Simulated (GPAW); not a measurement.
A run of GPAW 26.7.0:

File run.py:

```python
from ase import Atoms
from ase.dft.bandgap import bandgap
from ase.io import write
from ase.units import GPa
from gpaw import GPAW, PW

atoms = Atoms(['Zn', 'Zn', 'Zn', 'Zn', 'S', 'S', 'S', 'S'],
              cell=[[3.8227, 0.0, 0.0],
                    [-1.91135, 3.310555311, 0.0],
                    [0.0, 0.0, 12.52]],
              scaled_positions=[[0.6666666667, 0.3333333333, 0.75],
                                [0.3333333333, 0.6666666667, 0.25],
                                [0.0, 0.0, 0.5],
                                [0.0, 0.0, 0.0],
                                [0.6666666667, 0.3333333333, 0.9375],
                                [0.3333333333, 0.6666666667, 0.4375],
                                [0.0, 0.0, 0.6875],
                                [0.0, 0.0, 0.1875]],
              pbc=True)

calc = GPAW(mode=PW(600),
            xc='LDA',
            kpts={'size': (5, 5, 2), 'gamma': True},
            occupations={'name': 'fermi-dirac', 'width': 0.05},
            nbands=57,
            convergence={'density': 1e-05, 'energy': 1e-05},
            maxiter=150,
            txt='gpaw.txt')
atoms.calc = calc
energy = atoms.get_potential_energy()
forces = atoms.get_forces()
stress = atoms.get_stress()
calc.write('gs.gpw')
write('result.traj', atoms)
print(f'Energy: {energy:.6f} eV')
print('Forces (eV/A):')
print(forces.round(4))
print('Stress (GPa):', (stress / GPa).round(3))
print('Fermi level:', round(calc.get_fermi_level(), 4), 'eV')
print(f'Gap: {bandgap(calc)[0]:.4f} eV, direct: {bandgap(calc, direct=True)[0]:.4f} eV')

path = atoms.cell.bandpath('GMKGALHA,LM,KH', npoints=60, eps=1e-4)
bs_calc = calc.fixed_density(kpts=path, symmetry='off', nbands=87,
                             convergence={'bands': 'CBM+6.0', 'eigenstates': 1e-6}, txt='bands.txt')
bs = bs_calc.band_structure()
bs.write('bs.json')
print(f'Gap on the path: {bandgap(bs_calc)[0]:.4f} eV')
```

Potentials or basis: the program's PAW data sets (release 1.2.1) made for this functional, pw.

Launch:

```bash
$ OMP_NUM_THREADS=1 python run.py
```

Hardware: 1 thread of Arm Neoverse V2 (shared host).

How long does it take, and how much memory?

It took 8.9 min on 1 thread of Arm Neoverse V2, on a shared host, peak memory 0.87 GiB. Counts: scf iterations 20, plane waves 5308, bands 57, k points 10.
